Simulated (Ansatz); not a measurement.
The system is Al2O3 (Corundum).

```xyz
10
Lattice="2.3803 1.3742 4.3319 -2.3803 1.3742 4.3319 0.0000 -2.7485 4.3319" Properties=species:S:1:pos:R:3 pbc="T T T"
Al    0.0000    0.0000   11.0743
Al    0.0000    0.0000    8.4191
Al    0.0000    0.0000    1.9213
Al    0.0000    0.0000    4.5765
O    -1.6503   -0.1099    5.4148
O     0.7300    1.4841    5.4148
O     0.9203   -1.3742    5.4148
O     1.6503    0.1099    7.5808
O    -0.7300   -1.4841    7.5808
O    -0.9203    1.3742    7.5808
```

```yaml
Program: Ansatz 0.2.0
Task: relaxation of cell and atoms
Functional: RPBE
Dispersion: D3(BJ)
Potentials_or_basis: Ansatz PAW
Cutoff: "420 eV (not typed: the program's choice for these potentials)"
k_mesh: 7 × 7 × 7
Occupations: fermi-dirac, width 0.05 eV
Spin: no spin polarisation
```

At the start: volume 8.50 Å³/atom.

Problem. How do energy, volume and symmetry change on relaxing?

Solution. It ends after 8 steps and the volume is 8.21 Å³/atom (-3.4 %); space group R-3c (No. 167, to 0.05 Å).

The path:
| step | energy change (eV) | largest force (eV/Å) | volume (Å³) |
| --- | --- | --- | --- |
| 1 | 0.0000 | 0.0690 | 85.02 |
| 2 | -0.0597 | 0.0445 | 83.75 |
| 3 | -0.0918 | 0.0308 | 82.11 |
| 4 | -0.0916 | 0.0062 | 82.20 |
| 5 | -0.0916 | 0.0041 | 82.20 |
| 6 | -0.0801 | 0.0037 | 82.20 |
| 7 | -0.0807 | 0.0001 | 82.11 |
| 8 | -0.0803 | 0.0001 | 82.11 |

Final structure:
```cif
data_structure
_symmetry_space_group_name_H-M 'P 1'
_symmetry_Int_Tables_number 1
_cell_length_a 5.0617
_cell_length_b 5.0617
_cell_length_c 5.0617
_cell_angle_alpha 55.496
_cell_angle_beta 55.496
_cell_angle_gamma 55.496
_cell_volume 82.11
loop_
_atom_site_label
_atom_site_type_symbol
_atom_site_fract_x
_atom_site_fract_y
_atom_site_fract_z
_atom_site_occupancy
Al1 Al 0.85261 0.85261 0.85261 1
Al2 Al 0.64739 0.64739 0.64739 1
Al3 Al 0.14739 0.14739 0.14739 1
Al4 Al 0.35261 0.35261 0.35261 1
O1 O 0.05669 0.75000 0.44331 1
O2 O 0.75000 0.44331 0.05669 1
O3 O 0.44331 0.05669 0.75000 1
O4 O 0.94331 0.25000 0.55669 1
O5 O 0.25000 0.55669 0.94331 1
O6 O 0.55669 0.94331 0.25000 1
```

Caveat: the plane-wave basis is chosen anew once the cell has moved, so the energies of steps on either side of that aren't comparable; the pressure holds a Pulay correction of +0.8 GPa for the finite cutoff; the PAW data sets come from PBE, with cores solved anew for the run's functional, which leaves a small shift of forces and pressure.
